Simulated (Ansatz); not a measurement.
## Zone-centre phonons of SiC: input and output

Theory: Ansatz, DFT PBEsol, scalar-relativistic, plane waves, PAW.

Launched with:
```bash
ansatz run input.yaml --threads 1 --pin off --max-ram 3072MiB --backend cpu --events-out ev --progress --plain --runs-dir out
```

Input (bare energies are in eV):
```yaml
crystal:
  lattice:
    - [0.0, 2.1784070452, 2.1784070452]
    - [2.1784070452, 0.0, 2.1784070452]
    - [2.1784070452, 2.1784070452, 0.0]
  atoms:
    - { symbol: Si, position: [0.0, 0.0, 0.0] }
    - { symbol: C, position: [0.75, 0.75, 0.75] }
basis:
  ecutwfc: 420
kpoints:
  mp_grid: { grid: [12, 12, 12] }
hamiltonian:
  xc: pbesol
scf:
  occupations: { method: fixed }
output:
  eigenvalues: true
phonons:
  method: dfpt
  dielectric: true
  rigid_motions: translations
  eigenvectors: true
```

The end of the output:
```
--- Phonons (Γ-DFPT): 2 representative perturbations + reference, on 280 of 1728 k-points (Σ response iterations 6) ---
  k mesh reduced under 4 symmetry operations, with k and −k counted as one. Each operation leaves every solved perturbation unchanged. A smaller set is not considered because the run solves the response ...
  ASR residual: 2.464e-5 → 0.000e0 eV/Å²; symmetrization residual: 2.928e-7 eV/Å²
  ASR residual per site (eV/Å²): 3.51e-6 2.46e-5
  Γ frequencies (cm⁻¹): 0.00 0.00 0.00 786.54 786.54 786.54
  ε∞ (high-frequency dielectric tensor):
        7.056744    -0.000000     0.000000
       -0.000000     7.056744     0.000000
        0.000000     0.000000     7.056744
  ε⁰ (static dielectric tensor: ions relaxed, cell fixed):
       10.436584    -0.000000     0.000000
       -0.000000    10.436584     0.000000
        0.000000     0.000000    10.436584
  ε⁰ − ε∞ (ionic part):
        3.379840    -0.000000     0.000000
       -0.000000     3.379840     0.000000
        0.000000     0.000000     3.379840
  softest optical mode at Γ: 786.54 cm⁻¹; the repairs (sum rule, projections) moved no ω² at Γ by more than (0.77 cm⁻¹)²
  Born effective charges Z* (e; rows j = field, columns β = displacement):
    site 0:
         2.71868    0.00000    0.00000
        -0.00000    2.71868    0.00000
        -0.00000    0.00000    2.71868
    site 1:
        -2.71868   -0.00000   -0.00000
         0.00000   -2.71868   -0.00000
         0.00000   -0.00000   -2.71868
  Z* charge neutrality: 1.078e-3 e pre-enforcement
  solved inside a basis spanned on kpoints, on 12×12×12 k-points, its susceptibility summed on 16×16×16: ε∞ is read to err by 2.0e-2, Z* by 9.6e-3 e (field_mesh: kpoints solves on kpoints); Z* is corrected for ...
  optical modes at Γ without the LO–TO term, one row a degenerate level:
      ω (cm⁻¹) modes IR ((D/Å)²/amu)
        786.54      3            60.8062
  optical modes at Γ + LO–TO along q̂ = [1.0000, 0.0000, 0.0000]:
      ω (cm⁻¹) modes IR ((D/Å)²/amu)
        786.54      2            40.5375
        956.53      1            20.2687
  optical modes at Γ + LO–TO along q̂ = [0.0000, 1.0000, 0.0000]:
      ω (cm⁻¹) modes IR ((D/Å)²/amu)
        786.54      2            40.5375
        956.53      1            20.2687
  optical modes at Γ + LO–TO along q̂ = [0.0000, 0.0000, 1.0000]:
      ω (cm⁻¹) modes IR ((D/Å)²/amu)
        786.54      2            40.5375
        956.53      1            20.2687
```

The run took 27 s on 1 thread of AMD EPYC 7R43 64-Core Processor (Zen 3), with other jobs on the host, peak memory 0.58 GiB.